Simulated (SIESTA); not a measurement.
Pt under changes of volume

One of the cells (15.080 Å³/atom); the others are scaled copies at fixed shape and fractional positions:

```
CELL_PARAMETERS angstrom
0.00000 1.96090 1.96090
1.96090 0.00000 1.96090
1.96090 1.96090 0.00000
ATOMIC_POSITIONS crystal
Pt 0.00000 0.00000 0.00000
```

```yaml
Program: SIESTA 5.4.2
Functional: LDA
Potentials_or_basis: PseudoDojo 0.4 standard (LDA files)
Basis: DZP (energy shift 0.003 Ry; two zetas on semicore shells)
Grid_cutoff: 800 Ry
Energy_shift: 0.003 Ry
k_mesh: 12 × 12 × 12
Occupations: fermi-dirac, width 0.05 eV
Spin: no spin polarisation
```

```csv
volume (Å³/atom),energy over the lowest point (meV/atom),pressure (GPa)
14.175,38.47,18.4
14.477,11.82,10.2
14.778,0.00,2.7
15.080,1.15,-3.6
15.381,13.54,-9.2
15.683,35.85,-14.2
15.985,?,?
```

Q: What does the run at 15.985 Å³/atom give?

A: Energy over the lowest point 66.84 meV/atom; pressure -18.4 GPa.

Worked out: A Birch-Murnaghan fit of order 3 (a polynomial in V^(-2/3)) to the other rows has its minimum at 14.90 Å³/atom with B0 = V·E''(V) = 321 GPa and B' = 5.7. It gives 66.77 meV/atom at 15.985 Å³/atom, against the run's 66.84, and -dE/dV = -18.5 GPa, against -18.4.

Energies are extrapolated to zero smearing.

Caveats: short orbitals over semicore shells can move pressures by several GPa; the basis of atomic orbitals isn't converged, which shifts pressures, moduli and gaps.
